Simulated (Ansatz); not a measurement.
The system is SiO2.

```xyz
12
Lattice="0.0000 4.7163 7.3628 2.3596 0.0000 7.3628 2.3596 4.7163 0.0000" Properties=species:S:1:pos:R:3 pbc="T T T"
Si    3.5394    7.0744   13.7944
Si    2.3596    4.7163   10.1131
Si    2.3596    4.7163    4.6125
Si    3.5394    7.0744    8.2939
O     1.1798    0.5984    3.6814
O     1.1798    4.1179    3.6814
O     2.3596    7.6728    7.3628
O     2.3596    1.7597    7.3628
O     2.9495    3.5372    5.5221
O     2.9495    5.8953    9.2035
O     1.7697    3.5372    9.2035
O     1.7697    5.8953    5.5221
```

The cell comes from a database or a generator and needn't be the stable form of this composition.

Base run:

```yaml
Program: Ansatz 0.2.0
Functional: PBE
Potentials_or_basis: Ansatz PAW
Cutoff: 250 eV
Density_cutoff: 1000 eV
k_mesh: 7 × 7 × 7
Occupations: fermi-dirac, width 0.05 eV
Spin: no spin polarisation
```

Its results: band gap on the k mesh 5.51 eV, direct; pressure 7.4 GPa; largest force 0.668 eV/Å.

**Question.** The run is repeated on the same cell with these changes: functional from PBE to r2SCAN; cutoff from 250 eV to 500 eV (not typed: the program's choice for these potentials). What comes out?

**Answer.** Band gap on the k mesh 6.39 eV, direct; pressure 0.1 GPa; largest force 0.066 eV/Å.

r2SCAN gives the wider gap, since meta-GGAs in the generalised Kohn-Sham scheme recover part of the derivative discontinuity.

Caveats: odd divisions of the mesh miss points on the zone boundary, where band edges often lie, so the gap on the mesh can be too wide (some runs); the pressure holds a Pulay correction of +67.1 GPa for the finite cutoff (some runs); the cutoff lies under the one recommended for these potentials (some runs); the PAW data sets come from PBE, with cores solved anew for the run's functional, which leaves a small shift of forces and pressure (some runs).
